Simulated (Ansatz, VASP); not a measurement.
**Ti in VASP and in Ansatz**

The input INCAR:

```
SYSTEM = Ti
  PREC = Accurate
  ENCUT = 520
  EDIFF = 1E-6
  ISMEAR = 0
  SIGMA = 0.1
  LREAL = .False.
  LASPH = .True.
  NELM = 100
  ALGO = Normal
  ISIF = 2
  LWAVE = .False.
  LCHARG = .False.
  GGA = PS
  NBANDS = 12
```

KPOINTS

```
Automatic mesh
0
Gamma
  18 18 18
  0 0 0
```

File POSCAR:

```
Ti
1.0
   -1.6210093343      1.6210093343      1.6210093343
    1.6210093343     -1.6210093343      1.6210093343
    1.6210093343      1.6210093343     -1.6210093343
Ti
1
Direct
    0.0000000000      0.0000000000      0.0000000000
```

Input for Ansatz:

```yaml
crystal:
  lattice:
    - [-1.6210093343, 1.6210093343, 1.6210093343]
    - [1.6210093343, -1.6210093343, 1.6210093343]
    - [1.6210093343, 1.6210093343, -1.6210093343]
  atoms:
    - { symbol: Ti, position: [0.0, 0.0, 0.0] }
basis:
  ecutwfc: 420
kpoints:
  mp_grid: { grid: [18, 18, 18] }
hamiltonian:
  xc: pbesol
scf:
  occupations: { method: gaussian, width: 0.1 }
output:
  forces: true
  stress: true
  eigenvalues: true
```

Alike in both runs: task single point; functional PBEsol; k mesh 18 × 18 × 18; occupations gaussian, width 0.1 eV; no spin polarisation.

```csv
,VASP,Ansatz
version,VASP 6.6.1,Ansatz 0.2.0
potentials or method,"VASP PAW PBE potentials, release 64 (Ti_sv)","scalar-relativistic, plane waves, PAW"
plane-wave cutoff (eV),520,420
valence electrons in the cell,12,12
```

```tsv
	VASP	Ansatz	Ansatz less VASP
gap on the k mesh at the Fermi level (eV)	none	none	-
pressure (GPa)	-3.4	-3.2	+0.23
```

A gap of «none» marks a metal or a gap that the smearing closes.

Caveats: the PAW data sets were made with another functional, which shifts forces and pressure a little (VASP).
